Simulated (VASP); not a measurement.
Runs of VASP 6.6.1 on P. Symmetry: Imma, No. 74, orthorhombic system. Conventional cell: a = 3.383 Å, b = 5.030 Å, c = 3.718 Å, α = 90.00°, β = 90.00°, γ = 90.00°. P (site symmetry mm2) has 4 P at 2.24 to 2.55 Å as nearest neighbours. This isn't the form of P at room conditions, which is orthorhombic.

```csv
task,level,potentials or basis,cell,cutoff (eV),smearing,k mesh for the DOS,occupations for the DOS,gap on the mesh (eV),pressure (GPa),relaxed volume (Å³/atom),largest force (eV/Å)
single point,PBE,"VASP PAW PBE potentials, release 64 (P)","atoms moved at random, drawn with an rms of 0.05 Å",520,fermi-dirac 0.05 eV,-,-,none,3.3,-,0.86
relaxation of cell and atoms,revTPSS,"VASP PAW PBE potentials, release 64 (P)",relaxed,600,gaussian 0.05 eV,-,-,none,0.0,15.65,-
relaxation of cell and atoms,r2SCAN,"VASP PAW PBE potentials, release 64 (P)",relaxed,600,gaussian 0.05 eV,-,-,none,0.0,(a),0.01
single point,RPBE,"VASP PAW PBE potentials, release 64 (P)",as given,500,gaussian 0.1 eV,-,-,none,3.8,-,0.34
```

Alike in all rows: no spin polarisation; k mesh 11 × 11 × 11.

Question: Fill in the values left out.

Answer: (a) 15.96.

Caveats: the PAW data sets were made with another functional, which shifts forces and pressure a little (some runs).

A gap of «none» marks a metal or a gap under the smearing width.
